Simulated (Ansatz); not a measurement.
KF (Carobbiite):

```
K F
1.0
     0.00000    2.67185    2.67185
     2.67185    0.00000    2.67185
     2.67185    2.67185    0.00000
K F
1 1
Direct
  0.00000 0.00000 0.00000
  0.50000 0.50000 0.50000
```

Base run:

* Program: Ansatz 0.2.0
* Functional: HSE06 form with a typed share of exact exchange
* Potentials or basis: Ansatz PAW
* Cutoff: 420 eV (not typed: the program's choice for these potentials)
* k mesh: 5 × 5 × 5
* Occupations: fermi-dirac, width 0.05 eV
* Spin: no spin polarisation

Its results: band gap on the k mesh 10.31 eV, direct; pressure -0.4 GPa.

Problem. After a change of settings the same cell gave: band gap on the k mesh 8.62 eV, direct; pressure 0.3 GPa. Which change was it?
A. share of exact exchange from 0.5 to 0.05
B. share of exact exchange from 0.5 to 0.1
C. share of exact exchange from 0.5 to 0.25
D. share of exact exchange from 0.5 to 0.3

Solution. D.

Caveats: odd divisions of the mesh miss points on the zone boundary, where band edges often lie, so the gap on the mesh can be too wide; the PAW data sets come from PBE, with cores solved anew for the run's functional, which leaves a small shift of forces and pressure; the thresholds are loose for stress.
